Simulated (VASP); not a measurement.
MgS and the effect of the choice of potentials or basis

The cell as given:

The structure is cubic, space group Fm-3m (No. 225). The conventional cell has a = 5.203 Å, b = 5.203 Å, c = 5.203 Å, α = 90.00°, β = 90.00°, γ = 90.00°. S (site symmetry m-3m) has 6 Mg at 2.60 Å as nearest neighbours. Mg (site symmetry m-3m) has 6 S at 2.60 Å as nearest neighbours.

Kept alike: task relaxation of cell and atoms; functional PBE; k mesh 9 × 9 × 9; occupations fermi-dirac, width 0.05 eV; no spin polarisation. Program: VASP, cutoff 900 eV. The mesh is that of the run's cell of 2 atoms. No spin-orbit coupling.

| choice of potentials or basis | volume (Å³/atom) |
| --- | --- |
| Mg, S | 17.813 |
| Mg, S_h | 17.814 |
| Mg_GW, S_GW | 17.811 |
| Mg_pv, S | 17.899 |
| Mg_sv_GW, S_GW | 17.880 |

The relaxations keep at least the cell's symmetry (Fm-3m). Relaxations stop with a little pressure left, so the last digits of a volume or edge aren't settled.

**Question.** What does the choice of potentials or basis change here?

**Answer.** The volume runs from 17.811 (Mg_GW, S_GW) to 17.899 Å³/atom (Mg_pv, S).

The volumes fall into two groups, and what separates them is the treatment of magnesium, not sulfur. With only the Mg 3s electrons in the valence, the results lie between 17.811 and 17.814 Å³/atom, whether the potentials are standard or GW types and whether sulfur is normal or hard. Releasing the Mg 2p shell expands the cell slightly, to 17.899 Å³/atom with Mg_pv and 17.880 Å³/atom with Mg_sv_GW.

This fits the ionic bonding. Magnesium gives up much of its 3s density to sulfur, which leaves the filled 2p shell as the outer shell of the cation, facing the large, polarisable sulfide ions. A frozen core holds that shell in its atomic form, whereas a semicore potential lets it respond to the crystal and describes its overlap with the anion density explicitly. The larger volume suggests a slightly stronger short-range repulsion in that case. The shift is small because the 2p shell is compact and deeply bound, so it takes little direct part in bonding.
